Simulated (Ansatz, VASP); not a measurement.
One calculation of Cd, two programs

```
Cd
1.0
     1.66239    0.95978    2.40880
    -1.66239    0.95978    2.40880
     0.00000   -1.91956    2.40880
Cd
1
Direct
  0.00000 0.00000 0.00000
```

Alike in both runs: functional PBE; k mesh 18 × 18 × 18; occupations gaussian, width 0.1 eV; no spin polarisation.

Ansatz relaxed the structure, and its values are those at the end. VASP's run is a single point on that final structure, the one shown.

|  | VASP | Ansatz |
| --- | --- | --- |
| version | VASP 6.6.1 | Ansatz 0.2.0 |
| potentials or method | VASP PAW PBE potentials, release 64 (Cd) | scalar-relativistic, plane waves, PAW |
| plane-wave cutoff (eV) | 520 | 420 |
| valence electrons in the cell | 12 | 20 |

Ansatz gave:

- gap on the k mesh at the Fermi level (eV): none
- pressure (GPa): 0.0

Estimate VASP's values.

gap on the k mesh at the Fermi level (eV): none; pressure (GPa): 0.2.

A gap of «none» marks a metal or a gap that the smearing closes. The two sets of potentials don't hold the same shells in valence.
